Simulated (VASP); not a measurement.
# C (P6_3/mmc) in VASP: notebook

Runs on C. Level: PBE+D3(BJ). Tasks: vibrations by finite differences.

Program: VASP 6.6.1. These are calculated values, not measurements. Logs are shortened: lines on timing, memory, paths and dates and some standing lists are left out, and cuts for length are marked.

### Step 1. The undisturbed crystal

Symmetry: P6_3/mmc, No. 194, hexagonal system. The conventional cell has a = 2.467 Å, b = 2.467 Å, c = 7.803 Å, α = 90.00°, β = 90.00°, γ = 120.00°. C (site symmetry -6m2) has 3 C at 1.42 Å as nearest neighbours. C (site symmetry -6m2) has 3 C at 1.42 Å as nearest neighbours.

### Step 2. Vibrations by finite differences, PBE+D3(BJ) (a relaxed cell with its volume scaled by 0.98)

INCAR

```
SYSTEM = C
PREC = Accurate
ENCUT = 700
EDIFF = 1E-8
ISMEAR = 0
SIGMA = 0.02
LREAL = .FALSE.
LASPH = .TRUE.
NELM = 80
ALGO = Fast
ISIF = 2
LWAVE = .FALSE.
LCHARG = .FALSE.
GGA = PE
IVDW = 12
IBRION = 6
NFREE = 2
POTIM = 0.015
NSW = 1
```

KPOINTS

```
regular mesh
0
G
  15 15 4
  0 0 0
```

POSCAR

```
C                                       
1.0
    2.4483080544      0.0000000000     -0.0000000000
   -1.2241540272      2.1202969717     -0.0000000000
   -0.0000000000     -0.0000000000      6.6176895291
  C             
     4
Direct
     0.0000000000000000    0.0000000000000000    0.2500000000000000
     0.0000000000000000    0.0000000000000000    0.7500000000000000
     0.3333333300000021    0.6666666699999979    0.2500000000000000
     0.6666666699999979    0.3333333300000021    0.7500000000000000
```

Potentials or basis: VASP PAW PBE potentials, release 64 (C).

The run is started by

```console
$ cat potpaw_PBE.64/C/POTCAR > POTCAR
$ mpirun -np 1 vasp_std > vasp.out
```

OUTCAR:

```text
SYSTEM = C
   PREC = Accurate
   ENCUT = 700
   EDIFF = 1E-8
   ISMEAR = 0
   LREAL = .FALSE.
   LASPH = .TRUE.
   NELM = 80
   ISIF = 2
   GGA = PE
   IVDW = 12
   IBRION = 6
   NFREE = 2
   POTIM = 0.015
   NSW = 1
 IVDW          = 12

 ion  position               nearest neighbor table
   1  0.000  0.000  0.250-   3 1.41   3 1.41   3 1.41
   2  0.000  0.000  0.750-   4 1.41   4 1.41   4 1.41
   3  0.333  0.667  0.250-   1 1.41   1 1.41   1 1.41
   4  0.667  0.333  0.750-   2 1.41   2 1.41   2 1.41

  LATTYP: Found a hexagonal cell.
 ALAT       =     2.4483080544
 C/A-ratio  =     2.7029644073

  Lattice vectors:

 A1 = (   2.4483080544,   0.0000000000,   0.0000000000)
 A2 = (  -1.2241540272,   2.1202969717,   0.0000000000)
 A3 = (   0.0000000000,   0.0000000000,   6.6176895291)

Analysis of symmetry for initial positions (statically):
=====================================================================
 Subroutine PRICEL returns:
 Original cell was already a primitive cell.

 Routine SETGRP: Setting up the symmetry group for a
 hexagonal supercell.

 Subroutine GETGRP returns: Found 24 space group operations
 (whereof 12 operations were pure point group operations)
 out of a pool of 24 trial point group operations.

The static configuration has the point symmetry D_3d.
 The point group associated with its full space group is D_6h.

Analysis of symmetry for dynamics (positions and initial velocities):
=====================================================================
 Subroutine PRICEL returns:
 Original cell was already a primitive cell.

 Routine SETGRP: Setting up the symmetry group for a
 hexagonal supercell.

 Subroutine GETGRP returns: Found 24 space group operations
 (whereof 12 operations were pure point group operations)
 out of a pool of 24 trial point group operations.

The dynamic configuration has the point symmetry D_3d.
 The point group associated with its full space group is D_6h.

 Subroutine INISYM returns: Found 24 space group operations
 (whereof 12 operations are pure point group operations),
 and found     1 'primitive' translations

----------------------------------------------------------------------------------------

                                     Primitive cell

  volume of cell :      34.3534

  direct lattice vectors                    reciprocal lattice vectors
     2.448308054  0.000000000  0.000000000     0.408445334  0.235816023  0.000000000
    -1.224154027  2.120296972  0.000000000     0.000000000  0.471632047  0.000000000
     0.000000000  0.000000000  6.617689529     0.000000000  0.000000000  0.151110141

  length of vectors
     2.448308054  2.448308055  6.617689529     0.471632047  0.471632047  0.151110141

  position of ions in fractional coordinates (direct lattice)
     0.000000000  0.000000000  0.250000000
     0.000000000  0.000000000  0.750000000
     0.333333330  0.666666670  0.250000000
     0.666666670  0.333333330  0.750000000

  ion indices of the primitive-cell ions
   primitive index   ion index
                 1           1
                 2           2
                 3           3
                 4           4

----------------------------------------------------------------------------------------

 KPOINTS: regular mesh

Automatic generation of k-mesh.
 Grid dimensions read from file:
 generate k-points for:   15   15    4

 Generating k-lattice:

  Cartesian coordinates                     Fractional coordinates (reciprocal lattice)
     0.027229689  0.015721068  0.000000000     0.066666667  0.000000000  0.000000000
     0.000000000  0.031442136  0.000000000     0.000000000  0.066666667  0.000000000
     0.000000000  0.000000000  0.037777535     0.000000000  0.000000000  0.250000000

  Length of vectors
     0.031442136  0.031442136  0.037777535

  Shift w.r.t. Gamma in fractional coordinates (k-lattice)
[... 48 lines left out ...]
   LSORBIT =      F    spin-orbit coupling
   LASPH  =      T    aspherical Exc in radial PAW
   ENCUT  =  700.0 eV  51.45 Ry    7.17 a.u.   5.28  5.28 14.28*2*pi/ulx,y,z
   NELM   =     80;   NELMIN=  2; NELMDL= -5     # of ELM steps
   EDIFF  = 0.1E-07   stopping-criterion for ELM
   LREAL  =      F    real-space projection
   EDIFFG = 0.1E-06   stopping-criterion for IOM
   NSW    =     85    number of steps for IOM
   IBRION =      6    ionic relax: 0-MD 1-quasi-New 2-CG
   NFREE  =      2    steps in history (QN), initial steepest desc. (CG)
   ISIF   =      2    stress and relaxation
   ISYM   =      2    0-nonsym 1-usesym 2-fastsym
   POTIM  = 0.0150    time-step for ionic-motion
   TEBEG  =    0.0;   TEEND  =   0.0 temperature during run
   PSTRESS=    0.0 pullay stress
   NELECT =      16.0000    total number of electrons
   NUPDOWN=      -1.0000    fix difference up-down
   EMIN   =  10.00;   EMAX   =-10.00  energy-range for DOS
   EFERMI =   0.00;   METHOD = LEGACY
   ISMEAR =     0;   SIGMA  =   0.02  broadening in eV -4-tet -1-fermi 0-gaus
   EFERMI_NEDOS =   21; number of points for ismear=-14 and -15
   IALGO  =     68    algorithm
   IMIX   =      4    mixing-type and parameters
     AMIX     =   0.40;   BMIX     =  1.00
     AMIX_MAG =   1.60;   BMIX_MAG =  1.00
  volume/ion in A,a.u.               =       8.59        57.96
  Fermi-wavevector in a.u.,A,eV,Ry     =   1.268991  2.398045 21.909971  1.610337
  Thomas-Fermi vector in A             =   2.402056
   LORBIT       =      0    0 simple, 1 ext, 2 COOP (PROOUT), +10 PAW based schemes
   GGA     = PE    functional components
   LHFCALC =     F    Hartree Fock is set to
   AEXX    =    0.0000 exact exchange contribution
   IVDW    =    12    specifies the selected vdW correction
   LEPSILON=     F    determine dielectric tensor
   LRPA    =     F    only Hartree local field effects (RPA)
 finite differences with symmetry
 non-spin polarized calculation
 RMM-DIIS sequential band-by-band and
 Gauss-broadening in eV      SIGMA  =   0.02
  energy-cutoff  :      700.00
  volume of cell :       34.35
 maximum number of plane-waves:      1466
 NGX is ok and might be reduce to    24
   NGX = 11   NGY = 11   NGZ = 29

--------------------------------------- Ionic step        1  -------------------------------------------

 number of electron      15.9999999 magnetization

 Free energy of the ion-electron system (eV)
  ---------------------------------------------------
  ext. energy  EPLUGINS =         0.00000000
  ---------------------------------------------------
  free energy    TOTEN  =       -36.84243012 eV

  energy without entropy =      -36.84224014  energy(sigma->0) =      -36.84233513

------------------------ aborting loop because EDIFF is reached ----------------------------------------

 Edisp (eV)   -0.63609

 E8    (eV) :    -0.1806
[... 327 lines left out ...]
--------------------------------------- Ionic step        9  -------------------------------------------

 number of electron      15.9999999 magnetization

 Free energy of the ion-electron system (eV)
  ---------------------------------------------------
  ext. energy  EPLUGINS =         0.00000000
  ---------------------------------------------------
  free energy    TOTEN  =       -36.84053133 eV

  energy without entropy =      -36.84034258  energy(sigma->0) =      -36.84043695

 E-fermi :   4.9134     XC(G=0): -10.4604

 val. band max:        4.9088252471   @ k =   0.3333   0.3333   0.5000
 cond. band min:       4.9138374439   @ k =   0.3333   0.3333   0.2500
 fundamental gap:      0.0050121968
 Fermi energy:         4.9134071032

 k-point     1 :       0.0000    0.0000    0.0000
  band No.  band energies     occupation
      1     -14.9069      2.00000
      2     -14.5763      2.00000
      3      -3.7843      2.00000
      4      -1.6900      2.00000
      5       1.9128      2.00000
      6       1.9128      2.00000
      7       1.9337      2.00000
      8       1.9337      2.00000
      9       9.2464      0.00000
     10      13.3772      0.00000
     11      13.3945      0.00000
     12      13.4346      0.00000
[... 331 lines left out ...]
 k-point    24 :       0.4000    0.2000    0.0000
  band No.  band energies     occupation
      1      -8.8566      2.00000
      2      -8.7403      2.00000
      3      -7.8760      2.00000
      4      -7.8013      2.00000
      5      -4.0395      2.00000
      6      -3.9245      2.00000
      7       2.9565      2.00000
      8       3.6653      2.00000
      9       6.3058      0.00000
     10       6.4424      0.00000
     11      15.6397      0.00000
     12      16.3659      0.00000

 [... further k-points ...]

------------------------ aborting loop because EDIFF is reached ----------------------------------------

 Edisp (eV)   -0.63610

 E8    (eV) :    -0.1806
[... 27 lines left out ...]
  FREE ENERGIE OF THE ION-ELECTRON SYSTEM (eV)
  ---------------------------------------------------
  free  energy   TOTEN  =       -37.4766270149 eV

  energy  without entropy=      -37.4764382641  energy(sigma->0) =      -37.47653264

 INTERNAL STRAIN TENSORS FROM DISPLACED ATOMS
 ============================================

 INTERNAL STRAIN TENSOR FOR ION    1 for displacements in x,y,z  (eV/Angst):
          X           Y           Z          XY          YZ          ZX
  --------------------------------------------------------------------------------
  x     0.00000     0.00000     0.00000   -11.60409     0.00000     0.00000
  y   -11.60409    11.60409     0.00000     0.00000     0.00000     0.00000
  z     0.00000     0.00000    -0.00000     0.00000     0.00000     0.00000

 INTERNAL STRAIN TENSOR FOR ION    4 for displacements in x,y,z  (eV/Angst):
          X           Y           Z          XY          YZ          ZX
  --------------------------------------------------------------------------------
  x     0.00000     0.00000     0.00000   -11.92965     0.00000     0.00000
  y   -11.92965    11.92965     0.00000     0.00000     0.00000     0.00000
  z    -0.00000    -0.00000    -0.00000     0.00000     0.00000     0.00000

 Eigenvectors and eigenvalues of the dynamical matrix
 ----------------------------------------------------

   1 f  =   47.442744 THz   298.091552 2PiTHz 1582.519595 cm-1   196.207335 meV
             X         Y         Z           dx          dy          dz
      0.000000  0.000000  1.654422    -0.000000   -0.500006    0.000000
      0.000000  0.000000  4.963267    -0.000000   -0.500006    0.000000
     -0.000000  1.413531  1.654422     0.000000    0.499994    0.000000
      1.224154  0.706766  4.963267     0.000000    0.499994   -0.000000
[... 71 lines left out ...]
  12 f/i=    0.866751 THz     5.445957 2PiTHz   28.911699 cm-1     3.584592 meV
             X         Y         Z           dx          dy          dz
      0.000000  0.000000  1.654422     0.000191    0.499511    0.000000
      0.000000  0.000000  4.963267    -0.000191   -0.499511    0.000000
     -0.000000  1.413531  1.654422     0.000192    0.500488    0.000000
      1.224154  0.706766  4.963267    -0.000192   -0.500488    0.000000

 ELASTIC MODULI CONTR FROM IONIC RELAXATION (kBar)
 Direction    XX          YY          ZZ          XY          YZ          ZX
 --------------------------------------------------------------------------------
 XX        -234.6011    234.6011      0.0000     -0.0000      0.0000      0.0000
 YY         234.6011   -234.6011     -0.0000      0.0000      0.0000      0.0000
 ZZ           0.0000     -0.0000     -0.0000      0.0000      0.0000      0.0000
 XY          -0.0000      0.0000      0.0000   -234.6011      0.0000      0.0000
 YZ           0.0000      0.0000      0.0000      0.0000      0.0000      0.0000
 ZX           0.0000      0.0000      0.0000      0.0000      0.0000      0.0000
 --------------------------------------------------------------------------------
```

It took 8.9 min on 1 thread of Intel Xeon Platinum 8375C at 2.90GHz (Ice Lake), shared host; peak memory 0.43 GiB.

What came out:

```yaml
Highest_phonon_frequency_at_Γ: 1583 cm⁻¹
Most_unstable_mode: 29i cm⁻¹
Dispersion_energy_per_atom: -0.159 eV
```

Phonon frequencies in cm⁻¹ (negative: imaginary):
| q point | frequencies |
| --- | --- |
| (0.000, 0.000, 0.000) | -29 -29 0 0 0 115 857 869 1579 1579 1583 1583 |

Caveat: some modes are imaginary.

### Step 3. Vibrations by finite differences, PBE+D3(BJ) (a relaxed cell with its volume scaled by 1.02)

INCAR is that of step 2.

KPOINTS is that of step 2.

POSCAR: that of step 2 with these lines changed.

```diff
@@ -2,5 +2,5 @@
 1.0
-    2.4483080544      0.0000000000     -0.0000000000
-   -1.2241540272      2.1202969717     -0.0000000000
-   -0.0000000000     -0.0000000000      6.6176895291
+    2.4811751717      0.0000000000     -0.0000000000
+   -1.2405875859      2.1487607302     -0.0000000000
+   -0.0000000000     -0.0000000000      6.7065281773
   C
```

Potentials or basis: VASP PAW PBE potentials, release 64 (C).

The run is started by

```console
$ cat potpaw_PBE.64/C/POTCAR > POTCAR
$ mpirun -np 1 vasp_std > vasp.out
```

Wall time 9.8 min (1 thread of Intel Xeon Platinum 8375C at 2.90GHz (Ice Lake), shared host); peak memory 0.44 GiB.

It converged, with:

```yaml
Highest_phonon_frequency_at_Γ: 1503 cm⁻¹
Most_unstable_mode: 28i cm⁻¹
Dispersion_energy_per_atom: -0.156 eV
```

Phonon frequencies in cm⁻¹ (negative: imaginary):
| q point | frequencies |
| --- | --- |
| (0.000, 0.000, 0.000) | -28 -28 0 0 0 105 860 871 1500 1500 1503 1503 |

Caveat: some modes are imaginary.
